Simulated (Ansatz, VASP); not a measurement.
# B27SbP26 (Sb_P) in two plane-wave programs

Aim: how closely do two programs agree when they are given the same cell, functional and k mesh? The cell is taken from a series of runs on this material, whose earlier steps may have relaxed, scaled, displaced or heated it; both programs get it as it stands.

Program: Ansatz 0.2.0. Level of theory: plane waves, with VASP 6.6.1 beside it; single point at r2SCAN. Results are calculated unless marked as measured.

### 1. Starting point

The cell holds 54 atoms: 27 B, 26 P and 1 Sb. Its edges and angles: a = 9.623 Å, b = 9.623 Å, c = 9.623 Å, α = 60.0°, β = 60.0°, γ = 60.0°. It derives from BP (BP (F-43m)). Nearest the centre at fractional (0.250, 0.583, 0.583): Sb54 at 0.00 Å, B15 at 2.14 Å, B17 at 2.15 Å, B18 at 2.15 Å, B9 at 2.15 Å, P37 at 3.23 Å, P29 at 3.23 Å, P40 at 3.23 Å.

Coordinates:

```xyz
54
Lattice="0.0000 6.8046 6.8046 6.8046 0.0000 6.8046 6.8046 6.8046 0.0000" Properties=species:S:1:pos:R:3 pbc="T T T"
B     0.0053    6.8038    6.8046
B     9.0728    9.0744   13.6061
B    11.3445   11.3438   13.6070
B     9.0728   13.6049    9.0754
B     4.5400    9.0723    9.0738
B     6.8111   11.3434    9.0759
B    11.3437   13.6061   11.3452
B     6.8114    9.0742   11.3448
B     9.1815   11.2352   11.2365
B     0.0084    2.2673    2.2688
B     9.0736    4.5396    9.0731
B     4.5400    6.8009    2.2686
B     9.0741    9.0716    4.5403
B     4.5423    4.5392    4.5400
B     6.7029    6.9096    4.4316
B     4.5397    2.2673    6.8024
B     6.7029    4.4305    6.9103
B     9.1802    6.9080    6.9094
B     0.0039    4.5361    4.5376
B     2.2713    6.8036    4.5389
B     4.5399    9.0718    4.5420
B     2.2715    4.5373    6.8047
B     4.5420    6.8005    6.8017
B     6.8114    9.0719    6.8027
B     4.5398    4.5408    9.0731
B     6.8121    6.8013    9.0727
B     9.0734    9.0722    9.0729
P     3.4032    3.4007    3.4028
P     5.6537    5.6774    3.3826
P     7.9306    7.9565    3.3818
P     5.6533    3.3811    5.6787
P    10.2292    7.9566    5.6792
P     7.9311    3.3803    7.9577
P    10.2286    5.6784    7.9580
P    12.4759    7.9363    7.9376
P     3.4004    5.6691    5.6703
P     5.6530    7.9562    5.6598
P     7.9409   10.2063    5.6703
P     5.6525    5.6587    7.9578
P     7.9505    7.9562    7.9582
P    10.2087   10.2033    7.9378
P     7.9416    5.6690   10.2074
P    10.2085    7.9362   10.2047
P    12.4772   10.2046   10.2059
P     3.4032    7.9352    7.9366
P     5.6738   10.2057    7.9364
P     7.9412   12.4736    7.9339
P     5.6731    7.9355   10.2070
P     7.9498   10.1858   10.1869
P    10.2289   12.4629   10.1861
P     7.9416    7.9325   12.4751
P    10.2285   10.1848   12.4647
P    12.4786   12.4732   12.4752
Sb    7.9397    5.6677    5.6688
```

### 2. Ansatz: single point, r2SCAN, pair 1

Ansatz runs on its PAW soft_1 files.

A single point gives forces, pressure and levels at one fixed geometry, so differences don't come from the geometry; what else differs is listed under the comparison.

input.yaml

```yaml
crystal:
  checkpoint: "../qm1_M1.relax.run"
  host: checkpoint
basis:
  ecutwfc: 500
  xc_grid: 2
hamiltonian:
  xc: r2scan
  pseudopotentials: { kind: paw, azcp: { folder: soft_1 } }
kpoints:
  mp_grid: { grid: [2, 2, 2], shift: [0.5, 0.5, 0.5] }
scf:
  occupations: { method: fixed }
  max_iter: 80
output:
  forces: true
  eigenvalues: true
  charged_corrections: { defect_position: [0.25, 0.583333, 0.583333] }
checkpoint:
  read: "../qm1_M1.relax.run"
  write: "../qm1_M1.point_neutral.run"
  compress: false
  write_wavefunctions: false
  write_every: 100000
```

Command:

```bash
> ansatz run input.yaml --threads 4 --pin off --max-ram 7536MiB --backend cpu --events-out ev --progress --plain --runs-dir out
```

Numbers of over 12 decimals in the logs are rounded to 6 here.

The log of the run:

```text
Warning: checkpoint.read: spin treatment differs: saved collinear, current unpolarized; the saved charge density seeds this run and the saved magnetisation is not carried: this deck is unpolarised; the saved density holds an absolute magnetisation of 1.0e0 μB; saved orbitals and DFT+U occupations are not carried; the saved kinetic-energy density and PAW projector densities are carried summed over spin
checkpoint.read: the saved state was converged at a total charge of -1 e, and this run's is 0 e: a saved density that it takes is scaled to its electron count
crystal.checkpoint: the structure is that of <dir>, a `relax` run, at its step 5: its result, under r2scan at a charge of -1 e; 54 atoms read, 0 with a starting moment; this deck's charge is 0 e; crystal.structure_sha256 for this input is
Engine: ansatz 0.2.0, aarch64-unknown-linux-gnu
Pseudopotentials: kind: paw
Pseudopotential: B, paw, valence charge 3, recommended cutoff 500 eV (meta_gga), soft_1/B.paw.azcp
Pseudopotential: P, paw, valence charge 5, recommended cutoff 500 eV (meta_gga), soft_1/P.paw.azcp
Pseudopotential: Sb, paw, valence charge 15, recommended cutoff 500 eV (meta_gga), soft_1/Sb.paw.azcp
Functional definition: r2SCAN
  parameter k0 = 0.174
  parameter k1 = 0.065
  parameter a1 = 4.9479
  exchange = r2scan_x(k0 = k0, k1 = k1, a1 = a1)
  correlation = r2scan_c
Crystal: 54 atoms, lattice volume = 630.129 Å³
Basis set: ecut = 500 eV, 16049 PW (Γ), exchange–correlation on 144×144×144 points (8 copies of the dense FFT grid, shifted against one another)
Bands: 167, of which v1, the nominal top of the filled ones, is band 113 counted from 1 (112 counted from 0)
Symmetry: 1 space group operations
Space group: P1 (ITA 1), of the structure as read, at distance tolerance 8.6e-5 Å
k-points: 4 of 8 (time reversal used)
Non-local potential: B, projectors of the file, l = 0: 2, l = 1: 2, l = 2: 1
Non-local potential: P, projectors of the file, l = 0: 2, l = 1: 2, l = 2: 1
Non-local potential: Sb, projectors of the file, l = 0: 2, l = 1: 2, l = 2: 2, l = 3: 1
PAW form: soft (Blöchl's): semilocal exchange-correlation on the pseudo side does not see the compensation charge
PAW frozen core: B, regenerated for the run's functional (the file was generated under x = pbe(κ = 0.804, μ = 0.219515), c = pbe(β = 0.066725))
PAW frozen core: P, regenerated for the run's functional (the file was generated under x = pbe(κ = 0.804, μ = 0.219515), c = pbe(β = 0.066725))
PAW frozen core: Sb, regenerated for the run's functional (the file was generated under x = pbe(κ = 0.804, μ = 0.219515), c = pbe(β = 0.066725))
PAW one-centre angular grid: B, 302 points (default); XC on 223 of its mesh's 2233 points in the sphere
PAW one-centre angular grid: P, 302 points (default); XC on 160 Gauss nodes
PAW one-centre angular grid: Sb, 590 points (default); XC on 160 Gauss nodes
Initial density: read from a saved state, or passed on in memory by an earlier SCF of this step, an earlier step, the calling program or the single point that the run made first
Initial wavefunctions: pseudopotential atomic-orbital guess
Functional: x = r2scan, c = r2scan; τ floored in thin density (d = 2e-4 eV/Å³)
iter 1 solved again at ethr=6.18e-5 eV; its pass at ethr=3.10e-3 eV (dr2=1.40e-1 eV) is discarded
SCF iter   1: F=—  HF=-30487.846287 eV  |F-HF|=—  |Δ(HF+E_count)|=         —  Δρ=2.94e-3  dr2=1.37e-1  dr2_τ=5.52e-4  ethr=6.18e-5  ⟨swp⟩=2.2  Hψ=3506  notcnv=0  defer=207
preconditioner: auto → Resta (q_TF=auto, 2.300 Å⁻¹)  ε∞=4.6  [insulator: Δε(μ)=1.856 eV  Ē_g=11.502 eV  n_scr=136 (ndim 8)  ℏωp=21.7 eV  f_vac=0.000  ε∞_Penn≈4.6]
SCF iter   2: F=—  HF=-30487.809042 eV  |F-HF|=—  |Δ(HF+E_count)|=   3.72e-2  Δρ=1.36e-3  dr2=2.65e-2  dr2_τ=1.06e-4  ethr=6.04e-5  ⟨swp⟩=3.0  Hψ=955  notcnv=0  defer=207
SCF iter   3: F=—  HF=-30487.802102 eV  |F-HF|=—  |Δ(HF+E_count)|=   6.94e-3  Δρ=3.52e-4  dr2=1.18e-3  dr2_τ=1.95e-5  ethr=1.17e-5  ⟨swp⟩=3.0  Hψ=959  notcnv=0  defer=64
automatic band count: iteration 3 solves 131 bands in place of 167: the levels show a gap, and the empty bands left out lie too high to hold charge; the band table lists the bands solved (type scf.n_extra_bands for more)
SCF iter   4: F=—  HF=-30487.802125 eV  |F-HF|=—  |Δ(HF+E_count)|=   2.34e-5  Δρ=7.44e-5  dr2=3.44e-5  dr2_τ=2.16e-6  ethr=5.21e-7  ⟨swp⟩=2.8  Hψ=943  notcnv=0  defer=64
SCF iter   5: F=—  HF=-30487.801929 eV  |F-HF|=—  |Δ(HF+E_count)|=   1.96e-4  Δρ=1.88e-5  dr2=3.11e-6  dr2_τ=2.12e-7  ethr=1.52e-8  ⟨swp⟩=2.0  Hψ=976  notcnv=0  defer=63
SCF iter   6: F=—  HF=-30487.801930 eV  |F-HF|=—  |Δ(HF+E_count)|=   5.47e-7  Δρ=3.82e-6  dr2=1.07e-7  dr2_τ=5.98e-9  ethr=1.38e-9  ⟨swp⟩=2.0  Hψ=828  notcnv=0  defer=63
[...]
SCF converged after 7 iterations
Free energy (F): -30487.801930 eV
Harris-Foulkes:  -30487.801930 eV  (|F-HF|=7.86e-10)
Internal energy: -30487.801930 eV  (E = F + TS)
E sigma→0 (E₀):  -30487.801930 eV
Fermi energy:    9.410934 eV
--- Per-component energies (eV) ---
  E_band       = 382.187036
  E_kinetic    = 3373.086598
  E_local      = -3539.861221  (includes V_loc(G=0)·N_el)
  E_nonlocal   = 1412.286249
  E_hartree    = 1313.415861
  E_xc         = -2768.968426
  E_vxc        = -2980.489997  (∫ρ·V_xc dr)
  E_paw        = -21437.792291  (= ΣΔE_a)
  E_vpaw       = -645.888620  (= ΣTr[D̂ρ^β])
  E_aug_tail   = 0.000049  (compensation charges beyond the density's cutoff)
  E_vtau       = 136.222040  (kinetic-family band-sum trace: ∫τ·v_τ [+ j·A + Jᵃ·Aᵃ] dr)
  E_ewald      = -8837.614966
  E_core_change = -2.353781  (= ΣΔE_core)
  E_smearing   = -0.000000  (= −TS)
  E_closure    = -0.000000  (closes the sum)
  Σ components = -30487.801930   (vs F -30487.801930, Δ=0.00e0)
--- Forces (eV/Å), atoms counted from 1 ---
  atom   1  B     -0.06995375    -0.01483750    -0.00012404
  atom   2  P      0.05064166     0.02835906     0.00191487
  atom   3  B     -0.01386901    -0.06229578    -0.00515972
  atom   4  P      0.01048716     0.08653838     0.00906105
  atom   5  B     -0.03613687    -0.02425425    -0.01619683
  atom   6  P      0.00583879     0.01525681     0.02629470
  atom   7  B     -0.01763989    -0.01251955    -0.05389690
  atom   8  P      0.01976681     0.01618407     0.08252741
  atom   9  B     -0.02911550    -0.02810085    -0.03758866
  atom  10  Sb     0.03324525     0.03129719     0.03075101
  atom  11  B     -0.00633506    -0.00948556    -0.07306010
  atom  12  P     -0.00468118     0.00397906     0.06579765
  atom  13  B     -0.01600561    -0.03497092    -0.02549420
  atom  14  P     -0.01180156     0.03628319     0.01687881
  atom  15  B     -0.01257312    -0.06643041    -0.01074849
  atom  16  P      0.01644876     0.04977325     0.00180197
  atom  17  B     -0.06883618     0.01402847     0.01234434
  atom  18  P      0.08835238     0.00557113     0.00393185
  atom  19  B     -0.02240858    -0.01794808    -0.02519009
  atom  20  P      0.09381140     0.00047816     0.00164500
  atom  21  B     -0.01907707    -0.03426072    -0.02367922
  atom  22  P      0.02759391     0.02101332    -0.00373209
  atom  23  B     -0.02155974    -0.07355668    -0.01463939
  atom  24  P      0.02167840     0.03564211     0.00777122
[...]
atom  47  B     -0.01637466    -0.03254528    -0.02563184
  atom  48  P      0.01081534    -0.00263148     0.03882372
  atom  49  B     -0.01885866    -0.03022338    -0.01554932
  atom  50  P     -0.00199061     0.09771422    -0.00516343
  atom  51  B     -0.03716875    -0.02546835    -0.01339783
  atom  52  P      0.02548995     0.03651060    -0.01573403
  atom  53  B     -0.07460359    -0.02300636    -0.00916998
  atom  54  P      0.04023199     0.02118237    -0.00298897
  max |Σ_I F_I| component: 2.00e-3 eV/Å
--- Band table (eV) ---
  k-point 0: bands = [... 109 lower, 8.5198, 8.6745, 9.4094, 9.4109, 11.3233, 11.3417, 11.3431, 11.6686, ... 14 higher]
  k-point 1: bands = [... 109 lower, 8.3326, 8.4164, 8.9162, 9.0778, 11.2301, 12.1116, 12.2186, 12.2596, ... 14 higher]
  k-point 2: bands = [... 109 lower, 8.3324, 8.4155, 8.9160, 9.0766, 11.2298, 12.1120, 12.2189, 12.2590, ... 14 higher]
  k-point 3: bands = [... 109 lower, 8.3321, 8.4159, 8.9161, 9.0770, 11.2298, 12.1119, 12.2188, 12.2590, ... 14 higher]
```

The column dr2 measures how far the density is from self-consistency, as an energy; F and HF (Harris–Foulkes) agree once it is small.

### 3. VASP: single point, r2SCAN, pair 1

The same cell, functional and mesh now go to VASP, with its own data sets.

Lines of VASP's logs that name or quote its potential files are left out, and so is its time.

INCAR

```
SYSTEM = B27SbP26
PREC = Accurate
ENCUT = 460
EDIFF = 1E-06
NELM = 120
ISMEAR = 0
SIGMA = 0.01
LREAL = Auto
ALGO = Normal
METAGGA = R2SCAN
LASPH = .TRUE.
NBANDS = 152
LORBIT = 11
LWAVE = .FALSE.
LCHARG = .FALSE.
ISIF = 2
ISYM = 0
GGA_COMPAT = .FALSE.
EFERMI = MIDGAP
LMIXTAU = .TRUE.
KPAR = 4
```

POSCAR

```
B27SbP26
1.0
    0.0000000000      6.8045562257      6.8045562257
    6.8045562257      0.0000000000      6.8045562257
    6.8045562257      6.8045562257      0.0000000000
B P Sb
27 26 1
Direct
    0.9995586420      0.0004405719      0.0003321194
    0.9998934416      0.9996575688      0.3336909346
    0.9997940819      0.9998979589      0.6672898027
    0.9998766016      0.3338490309      0.9994976155
    0.9997749200      0.3337157720      0.3334909476
    0.9999362785      0.3338648836      0.6670988145
    0.9998862749      0.6674069763      0.9996742319
    0.9998952815      0.6673393308      0.3336591099
    0.9765666345      0.6747603634      0.6745557418
    0.3327049532      0.0007237900      0.0005043741
    0.3335363814      0.9998546708      0.3336018629
    0.3328340034      0.0005663997      0.6666353311
    0.3334383893      0.3338044642      0.9997323308
    0.3333728326      0.3338278867      0.3337064662
    0.3408232338      0.3104525461      0.6746112231
    0.3328697162      0.6668097057      0.0003392102
    0.3407937136      0.6747499024      0.3103143621
    0.3407376555      0.6746695913      0.6744609797
    0.6664545976      0.0003983484      0.0001753327
    0.6665576717      0.0004872152      0.3333003503
    0.6667509151      0.0007394043      0.6664458825
    0.6664995583      0.3335179237      0.0003038779
    0.6657428159      0.3338318274      0.3336619461
    0.6659699912      0.3337631709      0.6672357619
    0.6667651722      0.6666181079      0.0005474360
    0.6658751095      0.6674517466      0.3336508194
    0.6665983868      0.6667644082      0.6666590609
    0.2498579270      0.2502233423      0.2499159741
    0.2502949940      0.2468201284      0.5840520050
    0.2503969620      0.2466003335      0.9188872877
    0.2503124522      0.5842349406      0.2465763694
    0.2503188718      0.5843030110      0.9189814803
    0.2503412173      0.9191243006      0.2464360398
    0.2504018214      0.9191077458      0.5840970365
    0.2496915406      0.9168229610      0.9166325100
    0.5833587064      0.2499516433      0.2497749407
    0.5851280016      0.2466363387      0.5841241203
    0.5831099545      0.2501941213      0.9168089462
    0.5851925518      0.5842924390      0.2464051609
    0.5851845272      0.5843529652      0.5840579841
    0.5828764040      0.5836710259      0.9166085478
    0.5830518182      0.9170285181      0.2500718093
    0.5828740410      0.9168068243      0.5834400025
    0.5829458500      0.9169175942      0.9167301300
    0.9161939957      0.2501695345      0.2499675786
    0.9161750325      0.2501658790      0.5836608006
    0.9160212342      0.2499501114      0.9170965964
    0.9162591581      0.5837675695      0.2499500664
    0.9128389585      0.5842336908      0.5840750763
    0.9126342180      0.5843174721      0.9189243479
    0.9160085594      0.9173397432      0.2497556599
    0.9126983626      0.9191198665      0.5840677423
    0.9162822393      0.9170722129      0.9167815550
    0.2495937540      0.5834941811      0.5833308142
```

KPOINTS

```
Points of the shifted mesh
8
Reciprocal
 0.2500000000  0.2500000000  0.2500000000 1
 0.2500000000  0.2500000000  0.7500000000 1
 0.2500000000  0.7500000000  0.2500000000 1
 0.2500000000  0.7500000000  0.7500000000 1
 0.7500000000  0.2500000000  0.2500000000 1
 0.7500000000  0.2500000000  0.7500000000 1
 0.7500000000  0.7500000000  0.2500000000 1
 0.7500000000  0.7500000000  0.7500000000 1
```

PAW data sets: B, P and Sb (PBE family, release 64).

Command:

```bash
> mpirun -np 8 vasp_std
```

The log of the run:

```text
[banner, memory and clock lines left out]
running    8 mpi-ranks, on    1 nodes
[...]
|                                                                             |
|           W    W    AA    RRRRR   N    N  II  N    N   GGGG   !!!           |
|           W    W   A  A   R    R  NN   N  II  NN   N  G    G  !!!           |
|           W    W  A    A  R    R  N N  N  II  N N  N  G       !!!           |
|           W WW W  AAAAAA  RRRRR   N  N N  II  N  N N  G  GGG   !            |
|           WW  WW  A    A  R   R   N   NN  II  N   NN  G    G                |
|           W    W  A    A  R    R  N    N  II  N    N   GGGG   !!!           |
|                                                                             |
|     For optimal performance we recommend to set                             |
|       NCORE = 2 up to number-of-cores-per-socket                            |
|     NCORE specifies how many cores store one orbital (NPAR=cpu/NCORE).      |
|     This setting can greatly improve the performance of VASP for DFT.       |
[...]
|               ----> ADVICE to this user running VASP <----                  |
|                                                                             |
|     You enforced a specific xc type in the INCAR file but a different       |
|     [... a line on the potential file left out ...]
|     I HOPE YOU KNOW WHAT YOU ARE DOING!                                     |
|                                                                             |

 LDA part: xc-table for (None), standard interpolation
 POSCAR, INCAR and KPOINTS ok, starting setup
[...]
entering main loop
       N       E                     dE             d eps       ncg     rms          rms(c)
DAV:   1     0.508022494128E+03    0.50802E+03   -0.90790E+04  2432   0.119E+03
DAV:   2    -0.467643527834E+03   -0.97567E+03   -0.91824E+03  2944   0.215E+02
DAV:   3    -0.530785570722E+03   -0.63142E+02   -0.62210E+02  3016   0.526E+01
DAV:   4    -0.532164222335E+03   -0.13787E+01   -0.13681E+01  3088   0.819E+00
[...]
DAV:  20    -0.481251870713E+03   -0.13494E-04   -0.34220E-06  2112   0.519E-03    0.539E-03
DAV:  21    -0.481251866493E+03    0.42201E-05   -0.21606E-06  1640   0.492E-03    0.265E-03
DAV:  22    -0.481251866597E+03   -0.10350E-06   -0.31171E-07  1432   0.153E-03
   1 F= -.48125187E+03 E0= -.48125187E+03  d E =0.000000E+00
```

From OUTCAR (step 3):

```text
  Total       10.3593936     10.3561060     10.3625733     -1.3172685     -1.3463876     -1.3555487
  in kB       26.3399836     26.3316245     26.3480683     -3.3493111     -3.4233497     -3.4466428
  external PRESSURE =      26.3398921 kB  Pullay stress =       0.0000000 kB

 POSITION                                       TOTAL-FORCE (eV/Angst)
 -----------------------------------------------------------------------------------
      0.00526      6.80381      6.80455        -0.070889     -0.014848     -0.000061
      9.07284      9.07445     13.60606        -0.012577     -0.061621     -0.003850
     11.34447     11.34377     13.60702        -0.037026     -0.025612     -0.014680
      9.07283     13.60485      9.07541        -0.016341     -0.010863     -0.053973
      4.54005      9.07228      9.07381        -0.029036     -0.027636     -0.037245
      6.81111     11.34343      9.07593        -0.007817     -0.010774     -0.071870
     11.34375     13.60612     11.34519        -0.016952     -0.033187     -0.026918
      6.81135      9.07425     11.34479        -0.014230     -0.065362     -0.012096
      9.18150     11.23516     11.23655        -0.006322     -0.048139     -0.049688
      0.00836      2.26734      2.26883        -0.018332     -0.017425     -0.024670
      9.07358      4.53958      9.07313        -0.017866     -0.034994     -0.024051
      4.54001      6.80095      2.26864        -0.022205     -0.077664     -0.014531
      9.07413      9.07164      4.54029        -0.036398     -0.023928     -0.015775
      4.54228      4.53918      4.54000        -0.069587     -0.017121     -0.005286
[...]
-----------------------------------------------------------------------------------
    total drift:                               -0.008275      0.006322      0.009486

  FREE ENERGIE OF THE ION-ELECTRON SYSTEM (eV)
  ---------------------------------------------------
  free  energy   TOTEN  =      -481.2518665965 eV

  energy  without entropy=     -481.2518665965  energy(sigma->0) =     -481.25186660

[... 2 further parts left out ...]
```

The run ends at a pressure of 2.63 GPa, with forces up to 0.10 eV/Å.

### 4. Differences

Known differences besides the potentials themselves: VASP keeps PBE cores, Ansatz makes them for the functional; fixed occupations in Ansatz, narrow Gaussian smearing in VASP; the data sets hold 226 valence electrons in Ansatz (on its PAW soft_1 files) and 216 in VASP; the cutoff is 500 eV in Ansatz and 460 eV in VASP (PREC = Accurate, projectors in real space). Total energies have different zeros and are not compared.

The two programs side by side:

```csv
quantity,Ansatz,VASP,difference
gap on the k mesh (eV),1.819,1.846,-0.027
```

Forces on 10 of the 54 atoms, those with the largest forces and the largest differences (eV/Å; atoms numbered as in POSCAR):

```
atom         Ansatz x, y, z            VASP x, y, z
  B9   -0.069, 0.014, 0.012  -0.006, -0.048, -0.050
 B15   0.015, -0.079, 0.020  -0.047, -0.016, -0.042
 B17   0.011, 0.015, -0.066  -0.051, -0.047, -0.003
 P29    0.010, 0.087, 0.009     0.015, 0.102, 0.011
 P31    0.020, 0.016, 0.083     0.025, 0.018, 0.099
 P36    0.094, 0.000, 0.002     0.094, 0.003, 0.005
 P41   0.004, 0.092, -0.004    0.002, 0.092, -0.003
 P43    0.010, 0.008, 0.090     0.008, 0.009, 0.091
 P49    0.082, 0.011, 0.018     0.094, 0.016, 0.021
 P51  -0.002, 0.098, -0.005   -0.001, 0.097, -0.006
```

The forces differ by 17 meV/Å r.m.s., which is 45.1 % of the r.m.s. force of 0.039 eV/Å (both taken over all components). A gap on the mesh is an upper bound, since the band edges may lie between its points.

[end of part 1 of 2]

[Lines on the potential files, build, host, timing and source positions are cut from VASP's logs without a mark.]

[Logs are printed without paths, hosts, clocks, repeated set-up lines and the standing remarks that a program may print on its own settings, such as how far it seeks lower states.]

[Hosts, paths, dates, database ids (printed as entryN), source tags and the programs' standing remarks are cut or masked in the printed files.]
